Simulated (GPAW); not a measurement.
Runs of GPAW 26.7.0 on In. It takes space group Im-3m (No. 229, cubic). Conventional cell: a = 3.765 Å, b = 3.765 Å, c = 3.765 Å, α = 90.00°, β = 90.00°, γ = 90.00°. In (site symmetry m-3m) has 8 In at 3.26 Å as nearest neighbours. This isn't the form of In at room conditions, which is tetragonal.

| task | level | potentials or basis | cell | optimizer | fmax | max steps | convergence | eigensolver | gap on the mesh (eV) | pressure (GPa) | relaxed volume (Å³/atom) |
| --- | --- | --- | --- | --- | --- | --- | --- | --- | --- | --- | --- |
| relaxation of cell and atoms | LDA | the program's PAW data sets (release 1.2.1) made for this functional, pw | relaxed | BFGS | 0.02 eV/Å | 60 | density=1e-05 forces=0.0001 | - | none | 0.0 | 24.65 |
| relaxation of cell and atoms | r2SCAN | GPAW PAW data sets (gpaw-data 1.2.1), pw | relaxed | BFGS | 0.02 eV/Å | 60 | density=1e-05 forces=0.0001 | - | none | 0.0 | 26.41 |
| relaxation of cell and atoms | revPBE | the program's PAW data sets (release 1.2.1) made for this functional, pw | relaxed | BFGS | 0.02 eV/Å | 60 | density=1e-05 forces=0.0001 | - | none | 0.0 | (a) |
| relaxation of cell and atoms | PBEsol | PAW data sets generated in the run's folder for this functional, pw | relaxed | BFGS | 0.02 eV/Å | 60 | density=1e-05 forces=0.0001 | - | none | 0.1 | (b) |
| relaxation of cell and atoms | BLYP | PAW data sets generated in the run's folder for this functional, pw | relaxed | BFGS | 0.02 eV/Å | 60 | density=1e-05 forces=0.0001 | davidson | none | 0.1 | 31.02 |
| relaxation of cell and atoms | RPBE | the program's PAW data sets (release 1.2.1) made for this functional, pw | relaxed | BFGS | 0.02 eV/Å | 60 | density=1e-05 forces=0.0001 | - | none | 0.0 | 28.84 |

Alike in all rows: no spin polarisation; k mesh 10 × 10 × 10; cutoff (eV) 600; smearing fermi-dirac 0.05 eV.

**Question.** Estimate the missing entries.

**Answer.** (a) 28.47; (b) 25.51.

Caveats: later steps reuse the first step's grids; the PAW data sets were made with another functional, which shifts forces and pressure a little (some runs); the volume moved by over 15 % at a fixed basis, so the end points are rough (some runs).

A k mesh can miss the band edges, and the runs leave out spin-orbit coupling on In.

A gap of «none» marks a metal or a gap under the smearing width.

Runs at the PBE level aren't shown here.
